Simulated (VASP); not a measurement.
Runs of VASP 6.6.1 on Zr. It takes space group P6_3/mmc (No. 194, hexagonal). The conventional cell has a = 3.232 Å, b = 3.232 Å, c = 5.147 Å, α = 90.00°, β = 90.00°, γ = 120.00°. Zr (site symmetry -6m2) is surrounded by 12 Zr at 3.18 to 3.23 Å. 

```csv
task,level,potentials or basis,cell,k mesh,cutoff (eV),smearing,grid for exact exchange (PRECFOCK),monkhorst-Pack mesh,other keys,mesh quality,gap on the mesh (eV),pressure (GPa)
single point,RPBE,"VASP PAW PBE potentials, release 64 (Zr_sv_GW)",as given,9 × 9 × 5,550,gaussian 0.1 eV,-,-,-,not flagged,none,(a)
single point,HSE03+TS,"VASP PAW PBE potentials, release 64 (Zr_sv)",as given,5 × 5 × 3,520,methfessel-paxton 0.2 eV,Normal,-,-,coarse,none,-9.1
density of states,PBEsol+D3(BJ),"VASP PAW PBE potentials, release 64 (Zr_sv_GW)",volume scaled by 0.8,9 × 9 × 5,550,methfessel-paxton 0.2 eV,-,yes,shifted = yes; IMIX = 1; AMIX = 0.4,not flagged,-,18.2
relaxation of cell and atoms,AM05,"VASP PAW PBE potentials, release 64 (Zr_sv)",relaxed,9 × 9 × 5,600,methfessel-paxton 0.1 eV,-,-,-,not flagged,none,0.0
```

Alike in all rows: no spin polarisation.

Estimate the missing entries.

(a) 2.1.

Caveats: some runs use coarse meshes; the PAW data sets were made with another functional, which shifts forces and pressure a little; pairwise dispersion overbinds metals, which lowers pressure and volume (some runs); atom-pairwise D2, TS and ULG terms overbind metals (some runs).

A k mesh can miss the band edges, and the runs leave out spin-orbit coupling on Zr.

A gap of «none» marks a metal or a gap under the smearing width.
